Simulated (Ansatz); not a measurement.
Relax this structure to zero stress and force, keeping its symmetry:

```
Mg Te
1.0
     0.00000    3.23200    3.23200
     3.23200    0.00000    3.23200
     3.23200    3.23200    0.00000
Mg Te
1 1
Direct
  0.00000 0.00000 0.00000
  0.75000 0.75000 0.75000
```

These are results of DFT PBE, scalar-relativistic, plane waves, PAW (Ansatz), not measurements.

Cutoff 420 eV; k points 8×8×8 on the computed 2-atom cell (Γ-centred); Gaussian smearing, width 0.02 eV; no spin polarisation.

Problem. What does it relax to?

Solution. The volume rises by 0.71 Å³/atom to 34.48 Å³/atom, and the energy falls by 1.6 meV/atom. Final structure:
Space group F-43m (No. 216). a = 6.509 Å, b = 6.509 Å, c = 6.509 Å, α = 90.00°, β = 90.00°, γ = 90.00°
```tsv
atom	site	symmetry	x	y	z
Mg	4a	-43m	0.0000	0.0000	0.0000
Te	4c	-43m	0.2500	0.2500	0.2500
```

Course of the relaxation (steps run on the plane waves of an earlier cell, and the basis is chosen afresh near the end, so energy and pressure can step there; trial steps that raised the energy were taken back; energies are free energies):

```tsv
step	E − E_final (meV/atom)	P (GPa)	V (Å³/atom)
1	1.6	0.74	33.76
2	0.2	-0.17	34.65
3	0.1	-0.01	34.48
4	0.0	-0.01	34.48
```